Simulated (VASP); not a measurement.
# KI (Cmcm) in VASP: single point with PBEsol

Aim: the single point of KI with PBEsol.

Everything below comes from runs of VASP 6.6.1. Logs are shortened: lines on timing, memory, paths and dates and some standing lists are left out, and cuts for length are marked.

### 1 The cell of the first run

It takes space group Cmcm (No. 63, orthorhombic). Conventional cell: a = 5.025 Å, b = 8.510 Å, c = 8.677 Å, α = 90.00°, β = 90.00°, γ = 90.00°. K (site symmetry 2/m) has 6 I at 3.59 to 3.62 Å as nearest neighbours. I (site symmetry m2m) is surrounded by 6 K at 3.59 to 3.62 Å.

The cell comes from a database or a generator and needn't be the stable form of this composition.

### 2 Single point, PBEsol (the relaxed cell repeated 4 times, on the trajectory's mesh)

File INCAR:

```
PREC = Accurate
ENCUT = 520
EDIFF = 1E-7
ISMEAR = 0
SIGMA = 0.1
LREAL = Auto
LASPH = True
NELM = 100
ALGO = Fast
ISIF = 2
LWAVE = False
LCHARG = True
GGA = PS
LELF = True
LVHAR = True
NBANDS = 78
ISYM = 0
```

File KPOINTS:

```
Automatic mesh
0
Gamma
  2 2 2
  0.5 0.5 0.5
```

File POSCAR:

```
KI
1.0
    5.0253200000      8.5104540000      0.0000000000
    5.0253200000     -8.5104540000      0.0000000000
   -5.0253200000      0.0000000000     -8.6765890000
K I
8 8
Direct
    0.0000000000      0.0000000000      0.5000000000
    0.5000000000      0.0000000000      0.5000000000
    0.0000000000      0.5000000000      0.5000000000
    0.5000000000      0.5000000000      0.5000000000
    0.2500000000      0.2500000000      0.0000000000
    0.7500000000      0.2500000000      0.0000000000
    0.2500000000      0.7500000000      0.0000000000
    0.7500000000      0.7500000000      0.0000000000
    0.9548850000      0.2951150000      0.7500000000
    0.4548850000      0.2951150000      0.7500000000
    0.9548850000      0.7951150000      0.7500000000
    0.4548850000      0.7951150000      0.7500000000
    0.0451150000      0.7048850000      0.2500000000
    0.5451150000      0.7048850000      0.2500000000
    0.0451150000      0.2048850000      0.2500000000
    0.5451150000      0.2048850000      0.2500000000
```

Potentials or basis: VASP PAW PBE potentials, release 64 (K_sv, I).

Started as:

```sh
> cat potpaw_PBE.64/K_sv/POTCAR potpaw_PBE.64/I/POTCAR > POTCAR
> mpirun -np 1 vasp_std > vasp.out
```

OUTCAR:

```text
PREC = Accurate
   ENCUT = 520
   EDIFF = 1E-7
   ISMEAR = 0
   LREAL = Auto
   LASPH = True
   NELM = 100
   ISIF = 2
   GGA = PS
   ISYM = 0

 ion  position               nearest neighbor table
   1  0.000  0.000  0.500-  10 3.59  14 3.59  11 3.59  15 3.59   9 3.62  13 3.62
   2  0.500  0.000  0.500-   9 3.59  13 3.59  12 3.59  16 3.59  14 3.62  10 3.62
   3  0.000  0.500  0.500-  12 3.59  16 3.59  13 3.59   9 3.59  15 3.62  11 3.62
   4  0.500  0.500  0.500-  11 3.59  15 3.59  14 3.59  10 3.59  12 3.62  16 3.62
   5  0.250  0.250  0.000-  11 3.59  14 3.59  10 3.59  15 3.59   9 3.62  16 3.62
   6  0.750  0.250  0.000-  12 3.59  13 3.59   9 3.59  16 3.59  15 3.62  10 3.62
[... 8 lines left out ...]
  15  0.045  0.205  0.250-   4 3.59   8 3.59   5 3.59   1 3.59   6 3.62   3 3.62
  16  0.545  0.205  0.250-   3 3.59   7 3.59   6 3.59   2 3.59   4 3.62   5 3.62

IMPORTANT INFORMATION: All symmetrisations will be switched off!
NOSYMM: (Re-)initialisation of all symmetry stuff for point group C_1.

----------------------------------------------------------------------------------------

                                     Primitive cell

  volume of cell :     742.1565

  direct lattice vectors                    reciprocal lattice vectors
     5.025320000  8.510454000  0.000000000     0.099496151  0.058751272 -0.057626332
     5.025320000 -8.510454000  0.000000000     0.099496151 -0.058751272 -0.057626332
    -5.025320000  0.000000000 -8.676589000     0.000000000  0.000000000 -0.115252664

  length of vectors
     9.883403684  9.883403684 10.026815934     0.129120062  0.129120062  0.115252664

  position of ions in fractional coordinates (direct lattice)
     0.000000000  0.000000000  0.500000000
     0.500000000  0.000000000  0.500000000
     0.000000000  0.500000000  0.500000000
     0.500000000  0.500000000  0.500000000
     0.250000000  0.250000000  0.000000000
     0.750000000  0.250000000  0.000000000
[... 8 lines left out ...]
     0.045115000  0.204885000  0.250000000
     0.545115000  0.204885000  0.250000000

  ion indices of the primitive-cell ions
   primitive index   ion index
                 1           1
                 2           2
                 3           3
                 4           4
                 5           5
                 6           6
[... 8 lines left out ...]
                15          15
                16          16

----------------------------------------------------------------------------------------

 KPOINTS: Automatic mesh

Automatic generation of k-mesh.
 Grid dimensions read from file:
 generate k-points for:    2    2    2

 Generating k-lattice:

  Cartesian coordinates                     Fractional coordinates (reciprocal lattice)
     0.049748076  0.029375636 -0.028813166     0.500000000  0.000000000  0.000000000
     0.049748076 -0.029375636 -0.028813166     0.000000000  0.500000000  0.000000000
     0.000000000  0.000000000 -0.057626332     0.000000000  0.000000000  0.500000000

  Length of vectors
     0.064560031  0.064560031  0.057626332

  Shift w.r.t. Gamma in fractional coordinates (k-lattice)
     0.500000000  0.500000000  0.500000000

 Subroutine IBZKPT returns following result:
 ===========================================

 Found      4 irreducible k-points:

 Following reciprocal coordinates:
            Coordinates               Weight
  0.250000  0.250000  0.250000      2.000000
 -0.250000  0.250000  0.250000      2.000000
 -0.250000  0.250000 -0.250000      2.000000
 -0.250000 -0.250000  0.250000      2.000000
   k-points           NKPTS =      4   k-points in BZ     NKDIM =      4   number of bands    NBANDS=     78
   number of dos      NEDOS =    301   number of ions     NIONS =     16
   total plane-waves  NPLWV = 512000
   dimension x,y,z NGX =    80 NGY =   80 NGZ =   80
   dimension x,y,z NGXF=   160 NGYF=  160 NGZF=  160
   ions per type =               8   8
   NGX,Y,Z   is equivalent  to a cutoff of  13.46, 13.46, 13.26 a.u.
   NGXF,Y,Z  is equivalent  to a cutoff of  26.91, 26.91, 26.53 a.u.
 SYSTEM =  unknown system
   PREC   = accura    normal or accurate (medium, high low for compatibility)
   ISTART =      0    job   : 0-new  1-cont  2-samecut
   ICHARG =      2    charge: 1-file 2-atom 10-const
   ISPIN  =      1    spin polarized calculation?
   LNONCOLLINEAR =      F non collinear calculations
   LSORBIT =      F    spin-orbit coupling
   LASPH  =      T    aspherical Exc in radial PAW
   ENCUT  =  520.0 eV  38.22 Ry    6.18 a.u.  18.38 18.38 18.64*2*pi/ulx,y,z
   NELM   =    100;   NELMIN=  2; NELMDL= -5     # of ELM steps
   EDIFF  = 0.1E-06   stopping-criterion for ELM
   LREAL  =      T    real-space projection
   EDIFFG = 0.1E-05   stopping-criterion for IOM
   NSW    =      0    number of steps for IOM
   IBRION =     -1    ionic relax: 0-MD 1-quasi-New 2-CG
   NFREE  =      0    steps in history (QN), initial steepest desc. (CG)
   ISIF   =      2    stress and relaxation
   ISYM   =      0    0-nonsym 1-usesym 2-fastsym
   POTIM  = 0.5000    time-step for ionic-motion
   TEBEG  =    0.0;   TEEND  =   0.0 temperature during run
   PSTRESS=    0.0 pullay stress
   NELECT =     128.0000    total number of electrons
   NUPDOWN=      -1.0000    fix difference up-down
   EMIN   =  10.00;   EMAX   =-10.00  energy-range for DOS
   EFERMI =   0.00;   METHOD = LEGACY
   ISMEAR =     0;   SIGMA  =   0.10  broadening in eV -4-tet -1-fermi 0-gaus
   EFERMI_NEDOS =   21; number of points for ismear=-14 and -15
   IALGO  =     68    algorithm
   IMIX   =      4    mixing-type and parameters
     AMIX     =   0.40;   BMIX     =  1.00
     AMIX_MAG =   1.60;   BMIX_MAG =  1.00
  volume/ion in A,a.u.               =      46.38       313.02
  Fermi-wavevector in a.u.,A,eV,Ry     =   0.911268  1.722048 11.298416  0.830410
  Thomas-Fermi vector in A             =   2.035528
   LORBIT       =      0    0 simple, 1 ext, 2 COOP (PROOUT), +10 PAW based schemes
   GGA     = PS    functional components
   LHFCALC =     F    Hartree Fock is set to
   AEXX    =    0.0000 exact exchange contribution
   IVDW    =     0    specifies the selected vdW correction
   LEPSILON=     F    determine dielectric tensor
   LRPA    =     F    only Hartree local field effects (RPA)
 non-spin polarized calculation
 RMM-DIIS sequential band-by-band and
 Gauss-broadening in eV      SIGMA  =   0.10
  energy-cutoff  :      520.00
  volume of cell :      742.16
 maximum number of plane-waves:     19996
 NGX is ok and might be reduce to    80
   NGX = 37   NGY = 37   NGZ = 37

 number of electron     127.9999998 magnetization

 Free energy of the ion-electron system (eV)
  ---------------------------------------------------
  ext. energy  EPLUGINS =         0.00000000
  ---------------------------------------------------
  free energy    TOTEN  =       -46.10610464 eV

  energy without entropy =      -46.10610464  energy(sigma->0) =      -46.10610464

 E-fermi :  -0.3151     XC(G=0):  -7.1310

 val. band max:       -0.8057162161   @ k =  -0.2500   0.2500   0.2500
 cond. band min:       3.5833579223   @ k =  -0.2500   0.2500   0.2500
 fundamental gap:      4.3890741385
 Fermi energy:        -0.3151326270

 k-point     1 :       0.2500    0.2500    0.2500
  band No.  band energies     occupation
      1     -29.2304      2.00000
      2     -29.2304      2.00000
      3     -29.2289      2.00000
      4     -29.2288      2.00000
      5     -29.2278      2.00000
      6     -29.2278      2.00000
[... 68 lines left out ...]
     75       5.4780      0.00000
     76       5.5421      0.00000

 k-point     2 :      -0.2500    0.2500    0.2500
  band No.  band energies     occupation
      1     -29.2307      2.00000
      2     -29.2296      2.00000
      3     -29.2295      2.00000
      4     -29.2295      2.00000
      5     -29.2276      2.00000
      6     -29.2266      2.00000
[... 68 lines left out ...]
     75       5.3231      0.00000
     76       5.4312      0.00000

 k-point     3 :      -0.2500    0.2500   -0.2500
  band No.  band energies     occupation
      1     -29.2307      2.00000
      2     -29.2296      2.00000
      3     -29.2295      2.00000
      4     -29.2295      2.00000
      5     -29.2276      2.00000
      6     -29.2266      2.00000
[... 68 lines left out ...]
     75       5.3232      0.00000
     76       5.3354      0.00000

 k-point     4 :      -0.2500   -0.2500    0.2500
  band No.  band energies     occupation
      1     -29.2310      2.00000
      2     -29.2299      2.00000
      3     -29.2283      2.00000
      4     -29.2283      2.00000
      5     -29.2283      2.00000
      6     -29.2283      2.00000
[... 68 lines left out ...]
     75       5.3094      0.00000
     76       5.3111      0.00000
 [bands above 76 left out]

------------------------ aborting loop because EDIFF is reached ----------------------------------------

  FORCE on cell =-STRESS in cart. coord.  units (eV):
  Direction    XX          YY          ZZ          XY          YZ          ZX
  --------------------------------------------------------------------------------------
  -------------------------------------------------------------------------------------
  Total       -3.4335209     -3.2352311     -3.3348244      0.0000344      0.0000345     -0.0000011
  in kB       -7.4123310     -6.9842602     -7.1992636      0.0000742      0.0000746     -0.0000024
  external PRESSURE =      -7.1986183 kB  Pullay stress =       0.0000000 kB

 VOLUME and BASIS-vectors are now :
 -----------------------------------------------------------------------------
  energy-cutoff  :      520.00
  volume of cell :      742.16
      direct lattice vectors                 reciprocal lattice vectors
     5.025320000  8.510454000  0.000000000     0.099496151  0.058751272 -0.057626332
     5.025320000 -8.510454000  0.000000000     0.099496151 -0.058751272 -0.057626332
    -5.025320000  0.000000000 -8.676589000     0.000000000  0.000000000 -0.115252664

 POSITION                                       TOTAL-FORCE (eV/Angst)
 -----------------------------------------------------------------------------------
     -2.51266      0.00000     -4.33829         0.000029     -0.000008     -0.000000
      0.00000      4.25523     -4.33829         0.000021      0.000004     -0.000017
      0.00000     -4.25523     -4.33829        -0.000011     -0.000025     -0.000026
      2.51266      0.00000     -4.33829        -0.000049      0.000003      0.000041
      2.51266      0.00000      0.00000        -0.000041     -0.000004     -0.000000
      5.02532      4.25523      0.00000        -0.000005      0.000043      0.000081
[... 8 lines left out ...]
      0.00000     -1.35972     -2.16915        -0.000013     -0.031810     -0.000001
      2.51266      2.89551     -2.16915        -0.000001     -0.031803     -0.000002
 -----------------------------------------------------------------------------------
    total drift:                               -0.000052     -0.000091      0.000020

  FREE ENERGIE OF THE ION-ELECTRON SYSTEM (eV)
  ---------------------------------------------------
  free  energy   TOTEN  =       -46.1061046437 eV

  energy  without entropy=      -46.1061046437  energy(sigma->0) =      -46.10610464
```

It took 18 min on 1 thread of Intel Xeon Platinum 8488C (Sapphire Rapids), shared host; peak memory 0.99 GiB.

What came out:

```
Free energy            : -46.1061 eV
Pressure               : -0.7 GPa
Largest force          : 0.032 eV/Å
Band gap on the k mesh : 4.39 eV
```

Forces on the atoms (eV/Å):
```
K    0.000  0.000  0.000
K    0.000  0.000  0.000
K    0.000  0.000  0.000
K    0.000  0.000  0.000
K    0.000  0.000  0.000
K    0.000  0.000  0.000
K    0.000  0.000  0.000
K    0.000  0.000  0.000
I    0.000  0.032  0.000
I    0.000  0.032  0.000
I    0.000  0.032  0.000
I    0.000  0.032  0.000
I    0.000 -0.032  0.000
I    0.000 -0.032  0.000
I    0.000 -0.032  0.000
I    0.000 -0.032  0.000
```

Caveat: the PAW data sets were made with another functional, which shifts forces and pressure a little; spin-orbit coupling is left out, which moves the levels of the heavy elements.
